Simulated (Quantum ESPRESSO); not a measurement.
## Fe in Quantum ESPRESSO: the effect of Hubbard term

The system is Fe.

```
Fe
1.0
     0.00000    1.94174    1.96511
     1.49844    0.00000    1.96511
     1.49844    1.94174    0.00000
Fe
1
Direct
  0.00000 0.00000 0.00000
```

Alike in all runs:

| Quantity | Value |
| --- | --- |
| Program | Quantum ESPRESSO 7.5 |
| Task | single point |
| Functional | PBEsol |
| Potentials or basis | GBRV 1.5 PBEsol |
| Cutoff | 762 eV |
| Density cutoff | 6095 eV |
| k mesh | 13 × 13 × 13 |
| Occupations | fermi-dirac, width 0.05 eV |
| Spin | collinear spin, ferromagnetic start |
| Starting moments | [3.0] μB |
| Hubbard projectors | ortho-atomic |
| Mixing beta | 0.3 |
| Most SCF iterations | 120 |
| SCF threshold | 2e-10 Ry |

```csv
Hubbard term,pressure (GPa),moment (μB)
none,-8.6,2.27
Fe d U = 1 eV,1.8,2.62
Fe d U = 2 eV,5.6,2.68
Fe d U = 3 eV,9.7,2.73
Fe d U = 4 eV,?,?
Fe d U = 5 eV,23.8,2.97
Fe d U = 6 eV,28.2,2.99
Fe d U = 8 eV,45.8,3.01
```

What does the run with Hubbard term Fe d U = 4 eV give?

Pressure 17.7 GPa; moment 2.87 μB.

Worked out: A parabola through the other rows of the pressure, of slope 6.39 GPa per eV there, gives 16.8 GPa, against the run's 17.7. A parabola through the other rows of the moment, of slope 0.0834 μB per eV there, gives 2.89 μB, against the run's 2.87.

Caveats: the U is typed as a test and isn't derived for this compound (some runs); a pressure of tens of GPa on the cell as given is suspect, and the run, the potentials or the cell itself is likely at fault (some runs).
